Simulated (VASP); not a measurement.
Here is a VASP 6.6.1 calculation.

File INCAR:

```
PREC = Accurate ; ENCUT = 520
EDIFF = 1E-6 ; ISMEAR = -1
SIGMA = 0.02 ; LREAL = False
LASPH = True ; NELM = 100
ALGO = Normal ; ISIF = 2
LWAVE = False ; LCHARG = True
GGA = PS ; LELF = True
LVHAR = True ; NBANDS = 15
```

The input KPOINTS:

```
regular mesh
0
Gamma
  7 7 7
```

File POSCAR:

```
KBr
1.0
    0.0000000000      3.2755213039      3.2755213039
    3.2755213039      0.0000000000      3.2755213039
    3.2755213039      3.2755213039      0.0000000000
K Br
1 1
Direct
    0.0000000000      0.0000000000      0.0000000000
    0.5000000000      0.5000000000      0.5000000000
```

Potentials or basis: VASP PAW PBE potentials, release 64 (K_sv, Br).

Run with:

```console
$ cat potpaw_PBE.64/K_sv/POTCAR potpaw_PBE.64/Br/POTCAR > POTCAR
$ mpirun -np 1 vasp_std > vasp.out
```

Q: Estimate the pressure.

A: 0.1 GPa.

Q: What does it give for the band gap on the k mesh?

A: 4.33 eV, direct.

Caveat: the PAW data sets were made with another functional, which shifts forces and pressure a little.
